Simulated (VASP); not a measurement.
Wanted: the native input for a VASP 6.6.1 run.

* Task: relaxation of cell and atoms
* Functional: LDA
* Potentials or basis: VASP PAW LDA potentials, release 64 (C)
* Cutoff: 600 eV
* k mesh: 16 × 16 × 10
* Occupations: gaussian, width 0.1 eV
* Spin: no spin polarisation
* Further INCAR settings: ALGO = Normal; EDIFF = 1e-07; IBRION = 2; EDIFFG = -0.005; NSW = 90; ISIF = 3

The structure of C lies in POSCAR:

```
C
1.0
    2.1273203100     -1.2282824400      0.0000000000
    2.1273203100      1.2282824400      0.0000000000
   -1.3790696300      0.0000000000      3.5028300800
C
2
Direct
    0.8333555300      0.8333555300      0.0000930400
    0.1666444700      0.1666444700      0.9999069600
```

This is a stacking variant of graphite.

These files were run (other wordings do the same):

INCAR

```
PREC = Accurate
ENCUT = 600
EDIFF = 1E-7
ISMEAR = 0
SIGMA = 0.1
LREAL = False
LASPH = True
NELM = 100
ALGO = Normal
ISIF = 3
LWAVE = False
LCHARG = False
GGA = CA
IBRION = 2
NSW = 90
EDIFFG = -0.005
```

KPOINTS

```
Automatic mesh
0
Gamma
  16 16 10
```

Potentials or basis: VASP PAW LDA potentials, release 64 (C).

Launch:

```console
$ cat potpaw_LDA.64/C/POTCAR > POTCAR
$ mpirun -np 1 vasp_std > vasp.out
```

It gave:

```
Relaxed volume                         : 8.55 Å³/atom
Relaxed cell                           : a = 2.446 Å, b = 2.446 Å, c = 3.578 Å, α = 109.59°, β = 109.59°, γ = 59.99°
Space group after relaxing (to 0.05 Å) : R-3m (No. 166)
Energy gained by relaxing              : 3.9 meV/atom
Ionic steps                            : 18
Pressure after relaxing                : 0.0 GPa
Largest force after relaxing           : 0.005 eV/Å
Band gap on the k mesh                 : 0.36 eV, indirect (least direct gap 0.37 eV)
```

Wall time 7.8 min on 1 thread of AMD EPYC 9R45 96-Core Processor (Zen 5) (shared host), peak memory 0.18 GiB.
